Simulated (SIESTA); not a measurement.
The system is Ge.

```
CELL_PARAMETERS angstrom
3.99759 0.00000 0.00000
-1.99879 3.46201 0.00000
0.00000 0.00000 6.59938
ATOMIC_POSITIONS crystal
Ge 0.33333 0.66667 0.93710
Ge 0.66667 0.33333 0.43710
Ge 0.33333 0.66667 0.56290
Ge 0.66667 0.33333 0.06290
```

This isn't the form of Ge at room conditions, which is diamond.

- Program: SIESTA 5.4.2
- Task: single point
- Functional: PBEsol
- Potentials or basis: PseudoDojo 0.4 standard (PBEsol files)
- Basis: DZP (energy shift 0.003 Ry; two zetas on semicore shells)
- Grid cutoff: 800 Ry
- Energy shift: 0.003 Ry
- k mesh: 8 × 8 × 4
- Occupations: fermi-dirac, width 0.05 eV
- Spin: no spin polarisation

On this cell: pressure 1.3 GPa; largest force 0.029 eV/Å; band gap on the k mesh 0.10 eV, indirect (least direct gap 0.12 eV).

The same run follows on a disturbed copy (atoms moved at random, drawn with an rms of 0.05 Å):

```
CELL_PARAMETERS angstrom
3.99759 0.00000 0.00000
-1.99879 3.46201 0.00000
0.00000 0.00000 6.59938
ATOMIC_POSITIONS crystal
Ge 0.32803 0.66489 0.93959
Ge 0.67763 0.33919 0.43330
Ge 0.34363 0.67052 0.56725
Ge 0.67313 0.32691 0.06117
```

Question: What changes?

Answer: The energy moves by +7.7 meV/atom; pressure 1.3 GPa; largest force 0.667 eV/Å; band gap on the k mesh 0.07 eV, direct.

Forces on the atoms (eV/Å):
```
Ge   0.639 -0.135 -0.137
Ge   0.033 -0.094  0.380
Ge  -0.048  0.073 -0.369
Ge  -0.624  0.156  0.125
```

Stress tensor (GPa, compression positive):
```
 1.05  0.77 -0.59
 0.77  1.22  0.19
-0.59  0.19  1.56
```

Caveats: the basis of atomic orbitals isn't converged, which shifts pressures, moduli and gaps.

A k mesh can miss the band edges.
